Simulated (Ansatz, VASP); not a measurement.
## Two plane-wave programs on MgH2

```xyz
6
Lattice="4.4837 0.0000 0.0000 0.0000 4.4837 0.0000 0.0000 0.0000 2.9983" Properties=species:S:1:pos:R:3 pbc="T T T"
H     1.3720    1.3720    0.0000
H     0.8698    3.6138    1.4992
H     3.1117    3.1117    0.0000
H     3.6138    0.8698    1.4992
Mg    0.0000    0.0000    0.0000
Mg    2.2418    2.2418    1.4992
```

Alike in both runs: task single point; functional PBE; k mesh 6 × 6 × 9; no spin polarisation.

```csv
,VASP,Ansatz
version,VASP 6.6.1,Ansatz 0.2.0
potentials or method,"VASP PAW PBE potentials, release 64 (H, Mg)",PAW plane waves
plane-wave cutoff (eV),520,420
occupations,"fermi-dirac, width 0.1 eV",fermi-dirac
valence electrons in the cell,8,24
```

|  | VASP | Ansatz | Ansatz less VASP |
| --- | --- | --- | --- |
| gap on the k mesh at the Fermi level (eV) | 3.93 | 3.94 | +0.009 |
| pressure (GPa) | 0.8 | 1.1 | +0.29 |
| largest component of the traceless stress (GPa) | 0.15 | 0.20 | +0.050 |
| rms of the force components (eV/Å) | 0.032 | 0.032 | -0.0003 |

Atom by atom the forces differ by 0.000 eV/Å (rms over components). The two sets of potentials don't hold the same shells in valence.

Caveats: an odd mesh through Γ misses points on the zone boundary, where band edges often lie. As with any semilocal functional, this PBE gap is likely too small.
